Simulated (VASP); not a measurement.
# WS2 (P6_3/mmc) in VASP: a series of runs

Runs on WS2. Level: PBEsol+U. Tasks: single point.

Program: VASP 6.6.1. These are calculated values, not measurements. Logs are shortened: lines on timing, memory, paths and dates and some standing lists are left out, and cuts for length are marked.

### 1 Starting point

The structure is hexagonal, space group P6_3/mmc (No. 194). Conventional cell: a = 3.180 Å, b = 3.180 Å, c = 12.500 Å, α = 90.00°, β = 90.00°, γ = 120.00°. W (site symmetry -6m2) is surrounded by 6 S at 2.45 Å. S (site symmetry 3m) is surrounded by 3 W at 2.45 Å.

### 2 Single point, PBEsol+U, collinear spin, ferromagnetic start

File INCAR:

```
SYSTEM = WS2
ALGO = Fast
EDIFF = 1E-6
ENCUT = 520
GGA = PS
ISIF = 2
ISMEAR = 0
ISPIN = 2
LASPH = .True.
LCHARG = .False.
LDAU = .True.
LDAUJ = 0 0
LDAUL = 2 -1
LDAUPRINT = 1
LDAUTYPE = 2
LDAUU = 2 0
LMAXMIX = 4
LORBIT = 11
LREAL = .False.
LWAVE = .False.
MAGMOM = 0.5 0.5 0 0 0 0
NELM = 80
PREC = Accurate
SIGMA = 0.05
```

File KPOINTS:

```
k-points
0
Gamma
  8 8 2
  0 0 0
```

File POSCAR:

```
WS2
1.0
    3.1799994900      0.0000000000      0.0000000000
   -1.5899997400      2.7539603400      0.0000000000
    0.0000000000      0.0000000000     12.4999993200
W S
2 4
Direct
    0.3333333333      0.6666666667      0.2500000000
    0.6666666667      0.3333333333      0.7500000000
    0.3333333333      0.6666666667      0.6200000000
    0.6666666667      0.3333333333      0.1200000000
    0.3333333333      0.6666666667      0.8800000000
    0.6666666667      0.3333333333      0.3800000000
```

Potentials or basis: VASP PAW PBE potentials, release 64 (W_sv, S).

Run with:

```sh
$ cat potpaw_PBE.64/W_sv/POTCAR potpaw_PBE.64/S/POTCAR > POTCAR
$ mpirun -np 1 vasp_std > vasp.out
```

OUTCAR:

```text
SYSTEM = WS2
   EDIFF = 1E-6
   ENCUT = 520
   GGA = PS
   ISIF = 2
   ISMEAR = 0
   ISPIN = 2
   LASPH = .True.
   LORBIT = 11
   LREAL = .False.
   NELM = 80
   PREC = Accurate

 ion  position               nearest neighbor table
   1  0.333  0.667  0.250-   4 2.45   6 2.45   4 2.45   6 2.45   4 2.45   6 2.45
   2  0.667  0.333  0.750-   3 2.45   5 2.45   3 2.45   5 2.45   3 2.45   5 2.45
   3  0.333  0.667  0.620-   2 2.45   2 2.45   2 2.45
   4  0.667  0.333  0.120-   1 2.45   1 2.45   1 2.45
   5  0.333  0.667  0.880-   2 2.45   2 2.45   2 2.45
   6  0.667  0.333  0.380-   1 2.45   1 2.45   1 2.45

  LATTYP: Found a hexagonal cell.
 ALAT       =     3.1799994900
 C/A-ratio  =     3.9308180266

  Lattice vectors:

 A1 = (   3.1799994900,   0.0000000000,   0.0000000000)
 A2 = (  -1.5899997400,   2.7539603400,   0.0000000000)
 A3 = (   0.0000000000,   0.0000000000,  12.4999993200)

Analysis of symmetry for initial positions (statically):
=====================================================================
 Subroutine PRICEL returns:
 Original cell was already a primitive cell.

 Routine SETGRP: Setting up the symmetry group for a
 hexagonal supercell.

 Subroutine GETGRP returns: Found 24 space group operations
 (whereof 12 operations were pure point group operations)
 out of a pool of 24 trial point group operations.

The static configuration has the point symmetry D_3d.
 The point group associated with its full space group is D_6h.

Analysis of symmetry for dynamics (positions and initial velocities):
=====================================================================
 Subroutine PRICEL returns:
 Original cell was already a primitive cell.

 Routine SETGRP: Setting up the symmetry group for a
 hexagonal supercell.

 Subroutine GETGRP returns: Found 24 space group operations
 (whereof 12 operations were pure point group operations)
 out of a pool of 24 trial point group operations.

The dynamic configuration has the point symmetry D_3d.
 The point group associated with its full space group is D_6h.

Analysis of structural, dynamic, and magnetic symmetry:
=====================================================================
 Subroutine PRICEL returns:
 Original cell was already a primitive cell.

 Routine SETGRP: Setting up the symmetry group for a
 hexagonal supercell.

 Subroutine GETGRP returns: Found 24 space group operations
 (whereof 12 operations were pure point group operations)
 out of a pool of 24 trial point group operations.

The overall configuration has the point symmetry D_3d.
 The point group associated with its full space group is D_6h.

 Subroutine INISYM returns: Found 24 space group operations
 (whereof 12 operations are pure point group operations),
 and found     1 'primitive' translations

----------------------------------------------------------------------------------------

                                     Primitive cell

  volume of cell :     109.4699

  direct lattice vectors                    reciprocal lattice vectors
     3.179999490  0.000000000  0.000000000     0.314465459  0.181556717  0.000000000
    -1.589999740  2.753960340  0.000000000     0.000000000  0.363113435  0.000000000
     0.000000000  0.000000000 12.499999320     0.000000000  0.000000000  0.080000004

  length of vectors
     3.179999490  3.179999485 12.499999320     0.363113435  0.363113435  0.080000004

  position of ions in fractional coordinates (direct lattice)
     0.333333333  0.666666667  0.250000000
     0.666666667  0.333333333  0.750000000
     0.333333333  0.666666667  0.620000000
     0.666666667  0.333333333  0.120000000
     0.333333333  0.666666667  0.880000000
     0.666666667  0.333333333  0.380000000

  ion indices of the primitive-cell ions
   primitive index   ion index
                 1           1
                 2           2
                 3           3
                 4           4
                 5           5
                 6           6

[... 106 lines left out ...]
 maximum number of plane-waves:      2966
 NGX is ok and might be reduce to    24
   NGX = 11   NGY = 11   NGZ = 47

atom =   1  type =  1  l = 2

 onsite density matrix

spin component  1

  0.3349  0.0000 -0.0000  0.0000 -0.0000
  0.0000  0.3168 -0.0000  0.0000  0.0000
 -0.0000 -0.0000  0.3584  0.0000 -0.0000
  0.0000  0.0000  0.0000  0.3168  0.0000
 -0.0000  0.0000 -0.0000  0.0000  0.3349

spin component  2

  0.3349  0.0000 -0.0000 -0.0000 -0.0000
  0.0000  0.3168 -0.0000  0.0000 -0.0000
 -0.0000 -0.0000  0.3584 -0.0000 -0.0000
 -0.0000  0.0000 -0.0000  0.3168 -0.0000
 -0.0000 -0.0000 -0.0000 -0.0000  0.3349

 occupancies and eigenvectors

  o =  0.3168  v =  0.0000  0.0000  0.0000  0.0000  0.0000 -0.0000  0.8447 -0.0000 -0.5352 -0.0000      0.0000  0.0000  0.0000  0.0000  0.0000  0.0000  0.0000  0.0000  0.0000  0.0000
  o =  0.3168  v =  0.0000  0.0000  0.0000  0.0000  0.0000 -0.0000  0.5352 -0.0000  0.8447 -0.0000      0.0000  0.0000  0.0000  0.0000  0.0000  0.0000  0.0000  0.0000  0.0000  0.0000
  o =  0.3168  v = -0.0000  0.8447  0.0000 -0.5352 -0.0000  0.0000  0.0000  0.0000  0.0000  0.0000      0.0000  0.0000  0.0000  0.0000  0.0000  0.0000  0.0000  0.0000  0.0000  0.0000
  o =  0.3168  v =  0.0000 -0.5352 -0.0000 -0.8447  0.0000  0.0000  0.0000  0.0000  0.0000  0.0000      0.0000  0.0000  0.0000  0.0000  0.0000  0.0000  0.0000  0.0000  0.0000  0.0000
  o =  0.3349  v =  0.0391  0.0000  0.0000 -0.0000  0.9992  0.0000  0.0000  0.0000  0.0000  0.0000      0.0000  0.0000  0.0000  0.0000  0.0000  0.0000  0.0000  0.0000  0.0000  0.0000
  o =  0.3349  v = -0.9992  0.0000 -0.0000 -0.0000  0.0391  0.0000  0.0000  0.0000  0.0000  0.0000      0.0000  0.0000  0.0000  0.0000  0.0000  0.0000  0.0000  0.0000  0.0000  0.0000
  o =  0.3349  v =  0.0000  0.0000  0.0000  0.0000  0.0000  0.0413  0.0000  0.0000  0.0000  0.9991      0.0000  0.0000  0.0000  0.0000  0.0000  0.0000  0.0000  0.0000  0.0000  0.0000
  o =  0.3349  v =  0.0000  0.0000  0.0000  0.0000  0.0000 -0.9991  0.0000 -0.0000  0.0000  0.0413      0.0000  0.0000  0.0000  0.0000  0.0000  0.0000  0.0000  0.0000  0.0000  0.0000
  o =  0.3584  v = -0.0000 -0.0000  1.0000  0.0000 -0.0000  0.0000  0.0000  0.0000  0.0000  0.0000      0.0000  0.0000  0.0000  0.0000  0.0000  0.0000  0.0000  0.0000  0.0000  0.0000
  o =  0.3584  v =  0.0000  0.0000  0.0000  0.0000  0.0000 -0.0000  0.0000  1.0000 -0.0000 -0.0000      0.0000  0.0000  0.0000  0.0000  0.0000  0.0000  0.0000  0.0000  0.0000  0.0000

atom =   2  type =  1  l = 2

 onsite density matrix

spin component  1

  0.3349  0.0000 -0.0000 -0.0000 -0.0000
  0.0000  0.3168  0.0000  0.0000 -0.0000
 -0.0000  0.0000  0.3584 -0.0000 -0.0000
 -0.0000  0.0000 -0.0000  0.3168 -0.0000
 -0.0000 -0.0000 -0.0000 -0.0000  0.3349

spin component  2

  0.3349 -0.0000 -0.0000  0.0000 -0.0000
 -0.0000  0.3168  0.0000  0.0000  0.0000
 -0.0000  0.0000  0.3584  0.0000 -0.0000
  0.0000  0.0000  0.0000  0.3168  0.0000
 -0.0000  0.0000 -0.0000  0.0000  0.3349

 occupancies and eigenvectors

  o =  0.3168  v =  0.0000  0.0000  0.0000  0.0000  0.0000 -0.0000 -0.8447  0.0000  0.5352  0.0000      0.0000  0.0000  0.0000  0.0000  0.0000  0.0000  0.0000  0.0000  0.0000  0.0000
  o =  0.3168  v =  0.0000  0.0000  0.0000  0.0000  0.0000  0.0000 -0.5352  0.0000 -0.8447  0.0000      0.0000  0.0000  0.0000  0.0000  0.0000  0.0000  0.0000  0.0000  0.0000  0.0000
  o =  0.3168  v = -0.0000  0.8447  0.0000 -0.5352  0.0000  0.0000  0.0000  0.0000  0.0000  0.0000      0.0000  0.0000  0.0000  0.0000  0.0000  0.0000  0.0000  0.0000  0.0000  0.0000
  o =  0.3168  v = -0.0000 -0.5352 -0.0000 -0.8447 -0.0000  0.0000  0.0000  0.0000  0.0000  0.0000      0.0000  0.0000  0.0000  0.0000  0.0000  0.0000  0.0000  0.0000  0.0000  0.0000
  o =  0.3349  v =  0.0311 -0.0000  0.0000 -0.0000  0.9995  0.0000  0.0000  0.0000  0.0000  0.0000      0.0000  0.0000  0.0000  0.0000  0.0000  0.0000  0.0000  0.0000  0.0000  0.0000
  o =  0.3349  v = -0.9995 -0.0000 -0.0000  0.0000  0.0311  0.0000  0.0000  0.0000  0.0000  0.0000      0.0000  0.0000  0.0000  0.0000  0.0000  0.0000  0.0000  0.0000  0.0000  0.0000
  o =  0.3349  v =  0.0000  0.0000  0.0000  0.0000  0.0000  0.0482  0.0000  0.0000 -0.0000  0.9988      0.0000  0.0000  0.0000  0.0000  0.0000  0.0000  0.0000  0.0000  0.0000  0.0000
  o =  0.3349  v =  0.0000  0.0000  0.0000  0.0000  0.0000  0.9988 -0.0000  0.0000  0.0000 -0.0482      0.0000  0.0000  0.0000  0.0000  0.0000  0.0000  0.0000  0.0000  0.0000  0.0000
  o =  0.3584  v = -0.0000 -0.0000  1.0000 -0.0000 -0.0000  0.0000  0.0000  0.0000  0.0000  0.0000      0.0000  0.0000  0.0000  0.0000  0.0000  0.0000  0.0000  0.0000  0.0000  0.0000
  o =  0.3584  v =  0.0000  0.0000  0.0000  0.0000  0.0000 -0.0000  0.0000  1.0000  0.0000 -0.0000      0.0000  0.0000  0.0000  0.0000  0.0000  0.0000  0.0000  0.0000  0.0000  0.0000

 number of electron      52.0000006 magnetization       0.0010432

 Free energy of the ion-electron system (eV)
  ---------------------------------------------------
  ext. energy  EPLUGINS =         0.00000000
  ---------------------------------------------------
  free energy    TOTEN  =       -45.89569500 eV

  energy without entropy =      -45.89569500  energy(sigma->0) =      -45.89569500

 E-fermi :   7.3889     XC(G=0): -11.0292

 val. band max:        6.9358069724   @ k =   0.0000   0.0000   0.0000
 cond. band min:       8.0704210801   @ k =   0.2500   0.1250   0.0000
 fundamental gap:      1.1346141077
 Fermi energy:         7.3888746128

 spin component 1

 k-point     1 :       0.0000    0.0000    0.0000
  band No.  band energies     occupation
      1     -67.8569      1.00000
      2     -67.8569      1.00000
      3     -32.0549      1.00000
      4     -32.0548      1.00000
      5     -31.8922      1.00000
      6     -31.8922      1.00000
[... 689 lines left out ...]
     31      10.1814      0.00000
     32      10.1842      0.00000
 Fermi energy:         7.3888746128

 spin component 2

 k-point     1 :       0.0000    0.0000    0.0000
  band No.  band energies     occupation
      1     -67.8568      1.00000
      2     -67.8568      1.00000
      3     -32.0548      1.00000
      4     -32.0548      1.00000
      5     -31.8921      1.00000
      6     -31.8921      1.00000
[... 689 lines left out ...]
     31      10.1819      0.00000
     32      10.1835      0.00000

------------------------ aborting loop because EDIFF is reached ----------------------------------------

  FORCE on cell =-STRESS in cart. coord.  units (eV):
  Direction    XX          YY          ZZ          XY          YZ          ZX
  --------------------------------------------------------------------------------------
  -------------------------------------------------------------------------------------
  Total       -3.8342811     -3.8342811     -6.7480914     -0.0000000     -0.0000000      0.0000000
  in kB      -56.1176931    -56.1176930    -98.7635789     -0.0000001     -0.0000000      0.0000000
  external PRESSURE =     -70.3329883 kB  Pullay stress =       0.0000000 kB

 VOLUME and BASIS-vectors are now :
 -----------------------------------------------------------------------------
  energy-cutoff  :      520.00
  volume of cell :      109.47
      direct lattice vectors                 reciprocal lattice vectors
     3.179999490  0.000000000  0.000000000     0.314465459  0.181556717  0.000000000
    -1.589999740  2.753960340  0.000000000     0.000000000  0.363113435  0.000000000
     0.000000000  0.000000000 12.499999320     0.000000000  0.000000000  0.080000004

 POSITION                                       TOTAL-FORCE (eV/Angst)
 -----------------------------------------------------------------------------------
      0.00000      1.83597      3.12500        -0.000000      0.000000      0.000000
      1.59000      0.91799      9.37500         0.000000     -0.000000      0.000000
      0.00000      1.83597      7.75000         0.000000      0.000000      1.115086
      1.59000      0.91799      1.50000        -0.000000      0.000000      1.115086
      0.00000      1.83597     11.00000         0.000000      0.000000     -1.115086
      1.59000      0.91799      4.75000        -0.000000      0.000000     -1.115086
 -----------------------------------------------------------------------------------
    total drift:                               -0.000000      0.000000     -0.000000

  FREE ENERGIE OF THE ION-ELECTRON SYSTEM (eV)
  ---------------------------------------------------
  free  energy   TOTEN  =       -45.8956950019 eV

  energy  without entropy=      -45.8956950019  energy(sigma->0) =      -45.89569500

 total charge

# of ion       s       p       d       tot
------------------------------------------
    1        2.319   6.309   3.271  11.900
    2        2.319   6.309   3.271  11.900
    3        1.355   2.318   0.000   3.673
    4        1.355   2.318   0.000   3.673
    5        1.355   2.318   0.000   3.673
    6        1.355   2.318   0.000   3.673
--------------------------------------------------
tot         10.057  21.891   6.542  38.490

 magnetization (x)

# of ion       s       p       d       tot
------------------------------------------
    1        0.000   0.000  -0.000  -0.000
    2        0.000   0.000  -0.000  -0.000
    3       -0.000  -0.000   0.000  -0.000
    4       -0.000  -0.000   0.000  -0.000
    5       -0.000  -0.000   0.000  -0.000
    6       -0.000  -0.000   0.000  -0.000
--------------------------------------------------
tot         -0.000  -0.000  -0.000  -0.000
```

Run time: 94 s. Hardware: 1 thread of Intel Xeon Platinum 8488C (Sapphire Rapids), shared host; peak memory 0.32 GiB.

What came out:

- Free energy: -45.8957 eV
- Pressure: -7.0 GPa
- Largest force: 1.115 eV/Å
- Band gap on the k mesh: 1.13 eV, indirect (least direct gap 2.21 eV)
- Net moment: 0.00 μB per cell
- Valence electrons inside the program's atomic spheres: W 11.90; S 3.67

Forces on the atoms (eV/Å):
```
W    0.000  0.000  0.000
W    0.000  0.000  0.000
S    0.000  0.000  1.115
S    0.000  0.000  1.115
S    0.000  0.000 -1.115
S    0.000  0.000 -1.115
```

Eigenvalues of the final occupation matrices:
| site | spin | trace | eigenvalues |
| --- | --- | --- | --- |
| site 1 d | 1 | 1.66 | 0.32 0.32 0.33 0.33 0.36 |
| site 1 d | 2 | 1.66 | 0.32 0.32 0.33 0.33 0.36 |
| site 2 d | 1 | 1.66 | 0.32 0.32 0.33 0.33 0.36 |
| site 2 d | 2 | 1.66 | 0.32 0.32 0.33 0.33 0.36 |

Caveat: the PAW data sets were made with another functional, which shifts forces and pressure a little; spin-orbit coupling is left out, which moves the levels of the heavy elements; this functional lacks dispersion, which binds the layers, so the pressure and a relaxed spacing across them are unreliable. The state reached can hang on the start; a lower one may exist.

### 3 Single point, PBEsol+U, collinear spin, antiferromagnetic start

Changes to INCAR since step 2:

```diff
@@ -20,3 +20,3 @@
 LWAVE = .False.
-MAGMOM = 0.5 0.5 0 0 0 0
+MAGMOM = 0.5 -0.5 0 0 0 0
 NELM = 80
```

KPOINTS is that of step 2.

POSCAR is that of step 2.

Potentials or basis: VASP PAW PBE potentials, release 64 (W_sv, S).

Run with:

```sh
$ cat potpaw_PBE.64/W_sv/POTCAR potpaw_PBE.64/S/POTCAR > POTCAR
$ mpirun -np 1 vasp_std > vasp.out
```

Run time: 99 s. Hardware: 1 thread of Intel Xeon Platinum 8488C (Sapphire Rapids), shared host; peak memory 0.31 GiB.

It converged, with:

```
Free energy                                           : -45.8957 eV
Pressure                                              : -7.0 GPa
Largest force                                         : 1.116 eV/Å
Band gap on the k mesh                                : 1.13 eV, indirect (least direct gap 2.21 eV)
Net moment                                            : 0.00 μB per cell
Valence electrons inside the program's atomic spheres : W 11.90; S 3.67
```

Forces in eV/Å, atoms in the order of the input:
```
W    0.000  0.000  0.000
W    0.000  0.000  0.000
S    0.000  0.000  1.116
S    0.000  0.000  1.116
S    0.000  0.000 -1.116
S    0.000  0.000 -1.116
```

Stress tensor (GPa, compression positive):
```
-5.62  0.00  0.00
 0.00 -5.62  0.00
 0.00  0.00 -9.89
```

Levels at points of the mesh, in eV from the valence-band top:
Spin up:
```csv
k point,band 24,band 25,band 26,band 27,band 28,band 29
"(0.00, 0.00, 0.00)",-1.42,-1.17,0.00,2.33,2.37,2.42
"(0.50, 0.00, 0.00)",-1.57,-1.48,-1.38,2.50,2.53,2.59
"(0.00, 0.00, 0.50)",-1.79,-0.29,-0.29,2.38,2.38,2.40
"(0.50, 0.00, 0.50)",-1.59,-1.46,-1.46,2.51,2.78,2.80
```
Spin down:
| k point | band 24 | band 25 | band 26 | band 27 | band 28 | band 29 |
| --- | --- | --- | --- | --- | --- | --- |
| (0.00, 0.00, 0.00) | -1.42 | -1.17 | 0.00 | 2.34 | 2.37 | 2.43 |
| (0.50, 0.00, 0.00) | -1.57 | -1.48 | -1.38 | 2.50 | 2.54 | 2.59 |
| (0.00, 0.00, 0.50) | -1.79 | -0.29 | -0.29 | 2.38 | 2.39 | 2.43 |
| (0.50, 0.00, 0.50) | -1.59 | -1.46 | -1.46 | 2.51 | 2.72 | 2.80 |

Eigenvalues of the final occupation matrices:
| site | spin | trace | eigenvalues |
| --- | --- | --- | --- |
| site 1 d | 1 | 1.66 | 0.32 0.32 0.33 0.33 0.36 |
| site 1 d | 2 | 1.66 | 0.32 0.32 0.33 0.33 0.36 |
| site 2 d | 1 | 1.66 | 0.32 0.32 0.33 0.33 0.36 |
| site 2 d | 2 | 1.66 | 0.32 0.32 0.33 0.33 0.36 |

Caveat: the PAW data sets were made with another functional, which shifts forces and pressure a little; spin-orbit coupling is left out, which moves the levels of the heavy elements; this functional lacks dispersion, which binds the layers, so the pressure and a relaxed spacing across them are unreliable. The state reached can hang on the start; a lower one may exist.
